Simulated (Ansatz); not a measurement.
TePb: equation of state with RPBE+D4

Crystal: TePb.

```
Pb Te
1.0
     0.00000    3.23100    3.23100
     3.23100    0.00000    3.23100
     3.23100    3.23100    0.00000
Pb Te
1 1
Cartesian
  0.0000 0.0000 0.0000
  3.2310 3.2310 3.2310
```

```
Program             : Ansatz 0.2.0
Task                : equation of state
Functional          : RPBE
Dispersion          : D4
Potentials or basis : Ansatz PAW
Cutoff              : 420 eV
Density cutoff      : 1680 eV
k mesh              : 7 × 7 × 7
Occupations         : fermi-dirac, width 0.05 eV
Spin                : no spin polarisation
```

```json
{"Equilibrium volume": "33.64 Å³/atom (rough: see the caveat)", "Bulk modulus": "29 GPa (rough)"}
```

Energy against volume, from the lowest point:
```tsv
volume (Å³/atom)	energy (meV/atom)
31.706	17.60
32.380	7.43
33.055	1.74
33.730	0.00
34.404	1.55
35.079	4.82
35.753	4.89
```

All runs of the series together: 6.7 s on 2 threads of Arm Neoverse V2, with other jobs on the host.

Caveat: the potentials were made for another functional, which shifts forces and pressure; the fit is doubtful: noisy points or a state that changes with volume. The run has no spin-orbit coupling, so splittings on Pb, Te are missing.
